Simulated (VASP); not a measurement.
# TaN (P-62m) in VASP: a series of runs

The runs below take TaN through single point, with HSE06.

Everything below comes from runs of VASP 6.6.1. Logs are shortened: lines on timing, memory, paths and dates and some standing lists are left out, and cuts for length are marked.

## 1. Starting point

It takes space group P-62m (No. 189, hexagonal). Conventional cell: a = 5.196 Å, b = 5.196 Å, c = 2.911 Å, α = 90.00°, β = 90.00°, γ = 120.00°. Around Ta (site symmetry -6) lie 6 N at 2.16 Å. Ta (site symmetry -62m) is surrounded by 3 N at 2.04 Å. Around N (site symmetry m2m) lie 5 Ta at 2.04 to 2.16 Å.

## 2. Single point, HSE06, collinear spin, ferromagnetic start

Contents of POSCAR:

```
TaN
1.0
    5.1960001500      0.0000000000      0.0000000000
   -2.5980000800      4.4998681300      0.0000000000
    0.0000000000      0.0000000000      2.9109996000
Ta N
3 3
Direct
    0.3333333333      0.6666666667      0.5000000000
    0.6666666667      0.3333333333      0.5000000000
    0.0000000000      0.0000000000      0.0000000000
    0.3928500000      0.0000000000      0.0000000000
    0.6071500000      0.6071500000      0.0000000000
    0.0000000000      0.3928500000      0.0000000000
```

Contents of INCAR.step1:

```
PREC     = Accurate       # precision mode
ENCUT    = 450            # plane-wave cutoff, eV
EDIFF    = 1E-5           # SCF threshold, eV
ISMEAR   = 0              # smearing method
SIGMA    = 0.05           # smearing width, eV
LREAL    = False          # projectors in reciprocal space
LASPH    = True           # aspherical terms in the spheres
NELM     = 100            # most SCF steps
ALGO     = Normal         # electronic algorithm
ISIF     = 2              # what is computed and relaxed
LWAVE    = True           # write WAVECAR
LCHARG   = False          # write CHGCAR
ISPIN    = 2              # spin polarisation
MAGMOM   = 0.5 0.5 0.5 0 0 0 # initial moments
LORBIT   = 11             # projections on sites
LMAXMIX  = 4              # l up to which the mixer works
NBANDS   = 37             # bands
GGA      = PE             # functional
```

Contents of INCAR.step2:

```
PREC     = Accurate       # precision mode
ENCUT    = 450            # plane-wave cutoff, eV
EDIFF    = 1E-7           # SCF threshold, eV
ISMEAR   = 0              # smearing method
SIGMA    = 0.05           # smearing width, eV
LREAL    = False          # projectors in reciprocal space
LASPH    = True           # aspherical terms in the spheres
NELM     = 100            # most SCF steps
ALGO     = Normal         # electronic algorithm
ISIF     = 2              # what is computed and relaxed
LWAVE    = False          # write WAVECAR
LCHARG   = False          # write CHGCAR
ISPIN    = 2              # spin polarisation
MAGMOM   = 0.5 0.5 0.5 0 0 0 # initial moments
LORBIT   = 11             # projections on sites
LMAXMIX  = 4              # l up to which the mixer works
GGA      = PE             # functional
LHFCALC  = True           # exact exchange
HFSCREEN = 0.2            # screening, 1/A
PRECFOCK = Fast         
NBANDS   = 37             # bands
ISTART   = 1
```

Contents of KPOINTS:

```
Automatic mesh
0
Gamma
  3 3 4
```

Potentials or basis: VASP PAW PBE potentials, release 64 (Ta_pv, N).

Launch:

```bash
$ cat potpaw_PBE.64/Ta_pv/POTCAR potpaw_PBE.64/N/POTCAR > POTCAR
$ cp INCAR.step1 INCAR
$ mpirun -np 1 vasp_std > vasp.out
$ cp INCAR.step2 INCAR
$ mpirun -np 1 vasp_std > vasp.out
```

OUTCAR:

```text
PREC = Accurate
   ENCUT = 450
   EDIFF = 1E-7
   ISMEAR = 0
   LREAL = False
   LASPH = True
   NELM = 100
   ISIF = 2
   ISPIN = 2
   LORBIT = 11
   GGA = PE
   LHFCALC = True
   HFSCREEN = 0.2
   PRECFOCK = Fast
   ISTART = 1

 ion  position               nearest neighbor table
   1  0.333  0.667  0.500-   6 2.16   6 2.16   5 2.16   5 2.16   4 2.16   4 2.16   2 3.00   2 3.00
                             2 3.00   3 3.33   3 3.33   3 3.33   3 3.33   3 3.33   3 3.33
   2  0.667  0.333  0.500-   6 2.16   6 2.16   4 2.16   4 2.16   5 2.16   5 2.16   1 3.00   1 3.00
                             1 3.00   3 3.33   3 3.33   3 3.33   3 3.33   3 3.33   3 3.33
   3  0.000  0.000  0.000-   5 2.04   4 2.04   6 2.04   2 3.33   2 3.33   1 3.33   1 3.33   1 3.33
                             2 3.33   2 3.33   1 3.33   2 3.33   2 3.33   1 3.33   1 3.33
   4  0.393  0.000  0.000-   3 2.04   2 2.16   2 2.16   1 2.16   1 2.16
   5  0.607  0.607  0.000-   3 2.04   1 2.16   1 2.16   2 2.16   2 2.16
   6  0.000  0.393  0.000-   3 2.04   2 2.16   2 2.16   1 2.16   1 2.16

  LATTYP: Found a hexagonal cell.
 ALAT       =     5.1960001500
 C/A-ratio  =     0.5602385520

  Lattice vectors:

 A1 = (   5.1960001500,   0.0000000000,   0.0000000000)
 A2 = (  -2.5980000800,   4.4998681300,   0.0000000000)
 A3 = (   0.0000000000,   0.0000000000,   2.9109996000)

Analysis of symmetry for initial positions (statically):
=====================================================================
 Subroutine PRICEL returns:
 Original cell was already a primitive cell.

 Routine SETGRP: Setting up the symmetry group for a
 hexagonal supercell.

 Subroutine GETGRP returns: Found 12 space group operations
 (whereof 12 operations were pure point group operations)
 out of a pool of 24 trial point group operations.

The static configuration has the point symmetry D_3h.

Analysis of symmetry for dynamics (positions and initial velocities):
=====================================================================
 Subroutine PRICEL returns:
 Original cell was already a primitive cell.

 Routine SETGRP: Setting up the symmetry group for a
 hexagonal supercell.

 Subroutine GETGRP returns: Found 12 space group operations
 (whereof 12 operations were pure point group operations)
 out of a pool of 24 trial point group operations.

The dynamic configuration has the point symmetry D_3h.

Analysis of structural, dynamic, and magnetic symmetry:
=====================================================================
 Subroutine PRICEL returns:
 Original cell was already a primitive cell.

 Routine SETGRP: Setting up the symmetry group for a
 hexagonal supercell.

[... 147 lines left out ...]
 Free energy of the ion-electron system (eV)
  ---------------------------------------------------
  ext. energy  EPLUGINS =         0.00000000
  ---------------------------------------------------
  free energy    TOTEN  =       -79.29594337 eV

  energy without entropy =      -79.29594337  energy(sigma->0) =      -79.29594337

 E-fermi :   8.1339     XC(G=0): -10.6128

 val. band max:        7.8440561382   @ k =   0.3333   0.0000   0.5000
 cond. band min:       8.8388142170   @ k =   0.3333   0.0000   0.2500
 fundamental gap:      0.9947580788
 Fermi energy:         8.1339173368

 spin component 1

 k-point     1 :       0.0000    0.0000    0.0000
  band No.  band energies     occupation
      1     -30.6843      1.00000
      2     -30.6843      1.00000
      3     -30.2990      1.00000
      4     -30.2990      1.00000
      5     -30.0976      1.00000
      6     -29.9649      1.00000
[... 340 lines left out ...]
     35      15.4491      0.00000
     36      15.4887      0.00000
 Fermi energy:         8.1339173368

 spin component 2

 k-point     1 :       0.0000    0.0000    0.0000
  band No.  band energies     occupation
      1     -30.6843      1.00000
      2     -30.6843      1.00000
      3     -30.2990      1.00000
      4     -30.2990      1.00000
      5     -30.0976      1.00000
      6     -29.9649      1.00000
[... 340 lines left out ...]
     35      15.4491      0.00000
     36      15.4887      0.00000
 [bands above 36 left out]

------------------------ aborting loop because EDIFF is reached ----------------------------------------

  FORCE on cell =-STRESS in cart. coord.  units (eV):
  Direction    XX          YY          ZZ          XY          YZ          ZX
  --------------------------------------------------------------------------------------
  -------------------------------------------------------------------------------------
  Total       -1.8824990     -1.8824990     -0.8931404      0.0000000      0.0000000      0.0000000
  in kB      -44.3133163    -44.3133164    -21.0241890      0.0000000      0.0000000      0.0000000
  external PRESSURE =     -36.5502739 kB  Pullay stress =       0.0000000 kB

 VOLUME and BASIS-vectors are now :
 -----------------------------------------------------------------------------
  energy-cutoff  :      450.00
  volume of cell :       68.06
      direct lattice vectors                 reciprocal lattice vectors
     5.196000150  0.000000000  0.000000000     0.192455730  0.111114367  0.000000000
    -2.598000080  4.499868130  0.000000000     0.000000000  0.222228735  0.000000000
     0.000000000  0.000000000  2.910999600     0.000000000  0.000000000  0.343524609

 POSITION                                       TOTAL-FORCE (eV/Angst)
 -----------------------------------------------------------------------------------
     -0.00000      2.99991      1.45550         0.000000      0.000000      0.000000
      2.59800      1.49996      1.45550         0.000000      0.000000      0.000000
      0.00000      0.00000      0.00000         0.000000      0.000000      0.000000
      2.04125      0.00000      0.00000         0.038360      0.000000      0.000000
      1.57738      2.73209      0.00000        -0.019180     -0.033221      0.000000
     -1.02062      1.76777      0.00000        -0.019180      0.033221      0.000000
 -----------------------------------------------------------------------------------
    total drift:                                0.000004      0.000007     -0.000000

  FREE ENERGIE OF THE ION-ELECTRON SYSTEM (eV)
  ---------------------------------------------------
  free  energy   TOTEN  =       -79.2959433748 eV

  energy  without entropy=      -79.2959433748  energy(sigma->0) =      -79.29594337

 total charge

# of ion       s       p       d       tot
------------------------------------------
    1        0.294   6.280   2.314   8.889
    2        0.294   6.280   2.314   8.889
    3        0.332   6.245   2.352   8.929
    4        1.245   2.562   0.000   3.807
    5        1.245   2.562   0.000   3.807
    6        1.245   2.562   0.000   3.807
--------------------------------------------------
tot          4.656  26.491   6.981  38.127

 magnetization (x)

# of ion       s       p       d       tot
------------------------------------------
    1       -0.000  -0.000  -0.000  -0.000
    2       -0.000  -0.000  -0.000  -0.000
    3       -0.000  -0.000   0.000   0.000
    4       -0.000   0.000   0.000   0.000
    5       -0.000   0.000   0.000   0.000
    6       -0.000   0.000   0.000   0.000
--------------------------------------------------
tot         -0.000   0.000   0.000   0.000
```

It took 38 min on 1 thread of Intel Xeon Platinum 8259CL at 2.50GHz (Skylake/Cascade Lake), shared host; peak memory 0.32 GiB.

What came out:

- Free energy: -79.2959 eV
- Largest force: 0.038 eV/Å
- Band gap on the k mesh: none (metal or under the smearing width)
- Net moment: 0.00 μB per cell
- Valence electrons inside the program's atomic spheres: Ta 8.89, 8.93; N 3.81

Forces on the atoms (eV/Å):
```
Ta   0.000  0.000  0.000
Ta   0.000  0.000  0.000
Ta   0.000  0.000  0.000
N    0.038  0.000  0.000
N   -0.019 -0.033  0.000
N   -0.019  0.033  0.000
```

Caveat: the k mesh is coarse (spacing up to 0.54 Å⁻¹), so the values aren't converged, least of all with exact exchange; the cutoff is under 1.25 times the usual one of these potentials, so pressure, stress and relaxed cells hold a basis-set (Pulay) error; the PAW data sets were made with another functional, which shifts forces and pressure a little.

## 3. Single point, HSE06, collinear spin, antiferromagnetic start

POSCAR is that of step 2.

Contents of INCAR.step1:

```
PREC = Accurate ; ENCUT = 450
EDIFF = 1E-5 ; ISMEAR = 0
SIGMA = 0.05 ; LREAL = F
LASPH = T ; NELM = 100
ALGO = Normal ; ISIF = 2
LWAVE = T ; LCHARG = F
ISPIN = 2 ; MAGMOM = 0.5 -0.5 0.5 0 0 0
LORBIT = 11 ; LMAXMIX = 4
NBANDS = 37 ; GGA = PE
```

Contents of INCAR.step2:

```
PREC = Accurate ; ENCUT = 450
EDIFF = 1E-6 ; ISMEAR = 0
SIGMA = 0.05 ; LREAL = F
LASPH = T ; NELM = 100
ALGO = Normal ; ISIF = 2
LWAVE = F ; LCHARG = F
ISPIN = 2 ; MAGMOM = 0.5 -0.5 0.5 0 0 0
LORBIT = 11 ; LMAXMIX = 4
GGA = PE ; LHFCALC = T
HFSCREEN = 0.2 ; PRECFOCK = Fast
NBANDS = 37 ; ISTART = 1
```

KPOINTS is that of step 2.

Potentials or basis: VASP PAW PBE potentials, release 64 (Ta_pv, N).

Launch:

```bash
$ cat potpaw_PBE.64/Ta_pv/POTCAR potpaw_PBE.64/N/POTCAR > POTCAR
$ cp INCAR.step1 INCAR
$ mpirun -np 1 vasp_std > vasp.out
$ cp INCAR.step2 INCAR
$ mpirun -np 1 vasp_std > vasp.out
```

OUTCAR:

```text
PREC = Accurate
   ENCUT = 450
   EDIFF = 1E-6
   ISMEAR = 0
   LREAL = F
   LASPH = T
   NELM = 100
   ISIF = 2
   ISPIN = 2
   LORBIT = 11
   GGA = PE
   LHFCALC = T
   HFSCREEN = 0.2
   PRECFOCK = Fast
   ISTART = 1

 ion  position               nearest neighbor table
   1  0.333  0.667  0.500-   6 2.16   6 2.16   5 2.16   5 2.16   4 2.16   4 2.16   2 3.00   2 3.00
                             2 3.00   3 3.33   3 3.33   3 3.33   3 3.33   3 3.33   3 3.33
   2  0.667  0.333  0.500-   6 2.16   6 2.16   4 2.16   4 2.16   5 2.16   5 2.16   1 3.00   1 3.00
                             1 3.00   3 3.33   3 3.33   3 3.33   3 3.33   3 3.33   3 3.33
   3  0.000  0.000  0.000-   5 2.04   4 2.04   6 2.04   2 3.33   2 3.33   1 3.33   1 3.33   1 3.33
[... 943 lines left out ...]
     -0.00000      2.99991      1.45550        -0.000000      0.000000     -0.000000
      2.59800      1.49996      1.45550        -0.000000      0.000000     -0.000000
      0.00000      0.00000      0.00000        -0.000000     -0.000000     -0.000000
      2.04125      0.00000      0.00000         0.038360      0.000000     -0.000000
      1.57738      2.73209      0.00000        -0.019180     -0.033221      0.000000
     -1.02062      1.76777      0.00000        -0.019180      0.033221      0.000000
 -----------------------------------------------------------------------------------
    total drift:                                0.000002      0.000002     -0.000000

  FREE ENERGIE OF THE ION-ELECTRON SYSTEM (eV)
  ---------------------------------------------------
  free  energy   TOTEN  =       -79.2959433711 eV

  energy  without entropy=      -79.2959433711  energy(sigma->0) =      -79.29594337

 total charge

# of ion       s       p       d       tot
------------------------------------------
    1        0.294   6.280   2.314   8.889
    2        0.294   6.280   2.314   8.889
    3        0.332   6.245   2.352   8.929
    4        1.245   2.562   0.000   3.807
    5        1.245   2.562   0.000   3.807
    6        1.245   2.562   0.000   3.807
--------------------------------------------------
tot          4.656  26.491   6.981  38.127

 magnetization (x)

# of ion       s       p       d       tot
------------------------------------------
    1       -0.000   0.000  -0.000  -0.000
    2        0.000  -0.000   0.000   0.000
    3       -0.000   0.000   0.000   0.000
    4       -0.000  -0.000   0.000  -0.000
    5       -0.000  -0.000   0.000  -0.000
    6       -0.000  -0.000   0.000  -0.000
--------------------------------------------------
tot         -0.000   0.000  -0.000  -0.000
```

Wall time 24 min (1 thread of Intel Xeon 6975P-C (Granite Rapids), shared host); peak memory 0.31 GiB.

Results:

- Free energy: -79.2959 eV
- Largest force: 0.038 eV/Å
- Band gap on the k mesh: none (metal or under the smearing width)
- Net moment: 0.00 μB per cell
- Valence electrons inside the program's atomic spheres: Ta 8.89, 8.93; N 3.81

Forces in eV/Å, atoms in the order of the input:
```
Ta   0.000  0.000  0.000
Ta   0.000  0.000  0.000
Ta   0.000  0.000  0.000
N    0.038  0.000  0.000
N   -0.019 -0.033  0.000
N   -0.019  0.033  0.000
```

Caveat: the k mesh is coarse (spacing up to 0.54 Å⁻¹), so the values aren't converged, least of all with exact exchange; the cutoff is under 1.25 times the usual one of these potentials, so pressure, stress and relaxed cells hold a basis-set (Pulay) error; the PAW data sets were made with another functional, which shifts forces and pressure a little.
